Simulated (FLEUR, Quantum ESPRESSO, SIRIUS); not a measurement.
## One calculation of KBr, 3 ways

```
Br K
1.0
     0.00000    3.30000    3.30000
     3.30000    0.00000    3.30000
     3.30000    3.30000    0.00000
Br K
1 1
Direct
  0.50000 0.50000 0.50000
  0.00000 0.00000 0.00000
```

Alike in all runs: task equation of state; functional PBEsol; k mesh 7 × 7 × 7; occupations fermi-dirac, width 0.05 eV; no spin polarisation; no spin-orbit coupling.

```json
{"program and potentials": "Quantum ESPRESSO, PseudoDojo 0.4.1 SR PBEsol standard", "plane-wave cutoff (eV)": "1007", "notes": "-", "equilibrium volume (Å³/atom)": "35.11", "bulk modulus (GPa)": "15.4"}
{"program and potentials": "FLEUR, all-electron, FLAPW", "plane-wave cutoff (eV)": "-", "notes": "-", "equilibrium volume (Å³/atom)": "35.13", "bulk modulus (GPa)": "15.4"}
{"program and potentials": "SIRIUS, all-electron FP-LAPW, apw+lo standard", "plane-wave cutoff (eV)": "-", "notes": "-", "equilibrium volume (Å³/atom)": "35.12", "bulk modulus (GPa)": "15.2"}
```

The equilibrium volume spans 35.11 (Quantum ESPRESSO, PseudoDojo 0.4.1 SR PBEsol standard) to 35.13 Å³/atom (FLEUR, all-electron, FLAPW), with all-electron results at 35.12 to 35.13. The bulk modulus spans 15.2 (SIRIUS, all-electron FP-LAPW, apw+lo standard) to 15.4 GPa (FLEUR, all-electron, FLAPW), with all-electron results at 15.2 to 15.4.

Differences between rows come from potentials, basis sets and numerical settings, since the functional is the same but for its coding. Runs on potential files found faulty are left out.
